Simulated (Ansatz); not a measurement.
# Response to strain in Li3N

The reference is Li₃N (space group P6/mmm, No. 191).

```xyz
4
Lattice="3.6344 0.0000 0.0000 -1.8172 3.1474 0.0000 0.0000 0.0000 3.8645" Properties=species:S:1:pos:R:3 pbc="T T T"
Li     0.0000     0.0000     1.9323
Li     0.0000     2.0983     0.0000
Li     1.8172     1.0491     0.0000
N      0.0000     0.0000     0.0000
```

Cartesian axes are those of the cell as printed.

Strains are applied to the cell and any free atomic positions relax; under biaxial strain the out-of-plane vector relaxes too.

Computed with PBE, PAW, 420 eV (Ansatz, an electronic-structure program; no SOC).

```csv
"biaxial strain, plane normal [001], relaxed out of plane (%)",out-of-plane strain (%)
-4.04,0.42
-3.37,0.35
-0.83,0.09
-0.43,?
0,0.00
```

### Question
Fit ε⊥ = −νε + γε² (strains in %) to the rows shown and predict the withheld row.

### Answer
Least squares on the printed values gives ν = 0.11 (the biaxial Poisson response) and γ = -0.001 (largest residual 0.00 %); this predicts 0.05 %, and the run gives 0.05 %, in agreement.

Stability against distortions was not tested.
